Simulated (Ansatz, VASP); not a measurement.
**One calculation of SnSe, two programs**

INCAR

```
SYSTEM = SnSe
PREC = Accurate
ENCUT = 520
EDIFF = 1E-6
ISMEAR = -1
SIGMA = 0.02
LREAL = .FALSE.
LASPH = .TRUE.
NELM = 80
ALGO = Normal
ISIF = 2
LWAVE = .FALSE.
LCHARG = .TRUE.
LELF = .TRUE.
LVHAR = .TRUE.
NBANDS = 17
```

The input KPOINTS:

```
regular mesh
0
G
  9 9 9
  0 0 0
```

File POSCAR:

```
SnSe
1.0
    0.0000000000      3.0100000000      3.0100000000
    3.0100000000      0.0000000000      3.0100000000
    3.0100000000      3.0100000000      0.0000000000
Sn Se
1 1
Direct
    0.0000000000      0.0000000000      0.0000000000
    0.5000000000      0.5000000000      0.5000000000
```

Input for Ansatz:

```yaml
crystal:
  lattice:
    - [0.0, 3.01, 3.01]
    - [3.01, 0.0, 3.01]
    - [3.01, 3.01, 0.0]
  atoms:
    - { symbol: Sn, position: [0.0, 0.0, 0.0] }
    - { symbol: Se, position: [0.5, 0.5, 0.5] }
kpoints:
  mp_grid: { grid: [9, 9, 9] }
  band_path:
    path:
      - [0.0, 0.0, 0.0]
      - [0.5, 0.0, 0.5]
      - [0.625, 0.25, 0.625]
      - [0.375, 0.375, 0.75]
      - [0.0, 0.0, 0.0]
      - [0.5, 0.5, 0.5]
      - [0.5, 0.25, 0.75]
      - [0.5, 0.0, 0.5]
    npoints: 5
scf:
  occupations: { method: fermi_dirac, width: 0.02 }
hamiltonian:
  xc: lda
  pseudopotentials: { kind: all_electron, lapw: { basis_error: 0.00025 } }
output:
  forces: true
  stress: true
  eigenvalues: true
```

Alike in both runs: task single point; functional LDA; k mesh 9 × 9 × 9; occupations fermi-dirac, width 0.02 eV; no spin polarisation.

|  | VASP | Ansatz |
| --- | --- | --- |
| version | VASP 6.6.1 | Ansatz 0.2.0 |
| potentials or method | VASP PAW LDA potentials, release 64 (Sn_d, Se) | all-electron LAPW, scalar-relativistic |
| plane-wave cutoff (eV) | 520 | see its input |

|  | VASP | Ansatz | Ansatz less VASP |
| --- | --- | --- | --- |
| pressure (GPa) | -3.2 | -3.2 | -0.09 |

Ansatz ran all-electron here, so the differences hold the error of VASP's frozen core and of both bases.
